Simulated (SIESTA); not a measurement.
**CuO (Tenorite) under changes of volume**

One of the cells (10.135 Å³/atom); the others are scaled copies at fixed shape and fractional positions:

```
Cu O
1.0
     2.34185   -1.71130    0.00000
     2.34185    1.71130    0.00000
    -0.85003    0.00000    5.05787
Cu O
2 2
Direct
  0.50000 0.00000 0.50000
  0.00000 0.50000 0.00000
  0.41840 0.58160 0.75000
  0.58160 0.41840 0.25000
```

* Program: SIESTA 5.4.2
* Functional: LDA
* Potentials or basis: PseudoDojo 0.4 standard (LDA files)
* Basis: DZP (energy shift 0.003 Ry; two zetas on semicore shells)
* Grid cutoff: 800 Ry
* Energy shift: 0.003 Ry
* k mesh: 10 × 10 × 5
* Occupations: fermi-dirac, width 0.05 eV
* Spin: no spin polarisation

| volume (Å³/atom) | energy over the lowest point (meV/atom) | pressure (GPa) | largest force (eV/Å) |
| --- | --- | --- | --- |
| 9.527 | 2.00 | 3.9 | 0.094 |
| 9.730 | 0.00 | -0.6 | 0.173 |
| 9.932 | ? | ? | ? |
| 10.135 | 11.37 | -8.0 | 0.310 |
| 10.338 | 23.58 | -11.2 | 0.368 |
| 10.540 | 39.55 | -14.0 | 0.424 |
| 10.743 | 58.81 | -16.4 | 0.475 |

What does the run at 9.932 Å³/atom give?

Energy over the lowest point 3.34 meV/atom; pressure -4.5 GPa; largest force 0.246 eV/Å.

Worked out: A Birch-Murnaghan fit of order 3 (a polynomial in V^(-2/3)) to the other rows has its minimum at 9.70 Å³/atom with B0 = V·E''(V) = 204 GPa and B' = 4.7 at fixed shape and positions, which overstates the stiffness. It gives 3.31 meV/atom at 9.932 Å³/atom, against the run's 3.34, and -dE/dV = -4.6 GPa, against -4.5.

Energies are extrapolated to zero smearing.

Caveats: short orbitals over semicore shells can move pressures by several GPa; the basis of atomic orbitals isn't converged, which shifts pressures, moduli and gaps; the run has no spin polarisation, though such a crystal can be magnetic.
